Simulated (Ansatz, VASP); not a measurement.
**One calculation of Au, two programs**

```xyz
1
Lattice="0.0000 2.0615 2.0615 2.0615 0.0000 2.0615 2.0615 2.0615 0.0000" Properties=species:S:1:pos:R:3 pbc="T T T"
Au    0.0000    0.0000    0.0000
```

Alike in both runs: task single point; functional r2SCAN; k mesh 8 × 8 × 8; occupations fermi-dirac, width 0.1 eV; no spin polarisation.

|  | VASP | Ansatz |
| --- | --- | --- |
| version | VASP 6.6.1 | Ansatz 0.2.0 |
| potentials or method | VASP PAW PBE potentials, release 64 (Au) | plane waves (500 eV) with PAW, scalar-relativistic |
| plane-wave cutoff (eV) | 520 | 500 |
| valence electrons in the cell | 11 | 19 |

Ansatz gave:

| Property | Result |
| --- | --- |
| pressure (GPa) | 0.9 |

Q: Estimate VASP's values.

A: Pressure (GPa): 1.2.

The two sets of potentials don't hold the same shells in valence.

Caveats: the PAW data sets were made with another functional, which shifts forces and pressure a little (VASP). Spin-orbit coupling is left out, which matters for the levels of Au.
